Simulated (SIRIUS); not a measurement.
CsBr:

```
Cs Br
1.0
     4.32562    0.00000    0.00000
     0.00000    4.32562    0.00000
     0.00000    0.00000    4.32562
Cs Br
1 1
Direct
  0.00000 0.00000 0.00000
  0.50000 0.50000 0.50000
```

The cell comes from a database or a generator and needn't be the stable form of this composition.

Base run:

* Program: SIRIUS 7.12.0
* Functional: PBE
* Potentials or basis: all-electron FP-LAPW
* Cutoff: 170 eV
* Basis: apw+lo standard
* k mesh: 6 × 6 × 6
* Occupations: fermi-dirac, width 0.05 eV
* Spin: no spin polarisation

Its results: band gap on the k mesh 4.42 eV, indirect (least direct gap 4.43 eV).

Task: The run is repeated on the same cell with these changes: functional from PBE to PBEsol. What comes out?

Result: Band gap on the k mesh 4.24 eV, indirect (least direct gap 4.24 eV).

Caveats: spin-orbit coupling is left out, which moves the levels of the heavy elements.
